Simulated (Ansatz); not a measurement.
Runs of Ansatz 0.2.0 on CuO (Tenorite). It takes space group Cc (No. 9, monoclinic). Conventional cell: a = 4.689 Å, b = 3.427 Å, c = 5.132 Å, α = 90.00°, β = 99.65°, γ = 90.00°. Cu (site symmetry 1) is surrounded by 4 O at 1.91 to 2.02 Å. O (site symmetry 1) is surrounded by 4 Cu at 1.91 to 2.02 Å. 

```tsv
potentials or basis	cutoff (eV)	gap on the mesh (eV)	pressure (GPa)	largest force (eV/Å)
PseudoDojo standard (PBE files)	1252	none	5.5	0.76
SSSP efficiency PAW	1225	none	5.9	0.77
SPMS NC	1034	none	(a)	0.78
PseudoDojo stringent (PBE files)	1415	none	5.5	0.76
Ansatz NC	1252	none	5.7	0.77
Ansatz PAW earlier set	1050	none	5.7	0.76
JTH PAW	1380	none	6.0	0.77
Ansatz PAW	420	none	5.7	0.76
Ansatz PAW earlier set	930	none	5.7	0.76
```

Alike in all rows: task band structure; level PBE; no spin polarisation; cell as given; k mesh 10 × 10 × 5; smearing fermi-dirac 0.05 eV.

Question: Estimate the missing entries.

Answer: (a) 6.1.

Caveats: the run has no spin polarisation, though such a crystal can be magnetic; semilocal functionals often make such compounds metallic where correlation or magnetic order opens a gap, which also shifts bond lengths.

A gap of «none» marks a metal or a gap under the smearing width.

The runs don't all hold the same shells in valence.
